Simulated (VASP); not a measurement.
Wanted: the native input for a VASP 6.6.1 run.

* Task: relaxation of shape and atoms at fixed volume
* Functional: PBE
* Potentials or basis: VASP PAW PBE potentials, release 64 (Ag)
* Cutoff: 600 eV
* k mesh: 18 × 18 × 10
* Occupations: gaussian, width 0.1 eV
* Spin: no spin polarisation
* Dipole correction: no
* Further INCAR settings: ALGO = Fast; EDIFF = 1e-06; IBRION = 2; EDIFFG = -0.01; NSW = 50; ISIF = 4

The structure of Ag lies in POSCAR:

```
Ag
1.0
    2.8742792591      0.0000000000      0.0000000000
   -1.4371396295      2.4891988559      0.0000000000
    0.0000000000      0.0000000000      4.7011093209
Ag
2
Direct
    0.3333333333      0.6666666667      0.2500000000
    0.6666666667      0.3333333333      0.7500000000
```

This isn't the form of Ag at room conditions, which is fcc.

These files were run (other wordings do the same):

INCAR

```
  ALGO = Fast
  EDIFF = 1E-6
  EDIFFG = -0.01
  ENCUT = 600
  GGA = PE
  IBRION = 2
  ISIF = 4
  ISMEAR = 0
  LASPH = True
  LCHARG = False
  LREAL = False
  LWAVE = False
  NELM = 80
  NSW = 50
  PREC = Accurate
  SIGMA = 0.1
```

KPOINTS

```
k-points
0
Gamma
  18 18 10
```

Potentials or basis: VASP PAW PBE potentials, release 64 (Ag).

Launch:

```bash
$ cat potpaw_PBE.64/Ag/POTCAR > POTCAR
$ mpirun -np 1 vasp_std > vasp.out
```

Results of the run:

- Pressure after relaxing: 6.6 GPa
- Band gap on the k mesh: none (metal or under the smearing width)

Caveat: the relaxation stopped at its first step, so nothing moved.

Run time: 57 s on 1 thread of Intel(R) Xeon(R) Platinum 8488C (Sapphire Rapids) (shared host), peak memory 0.24 GiB.
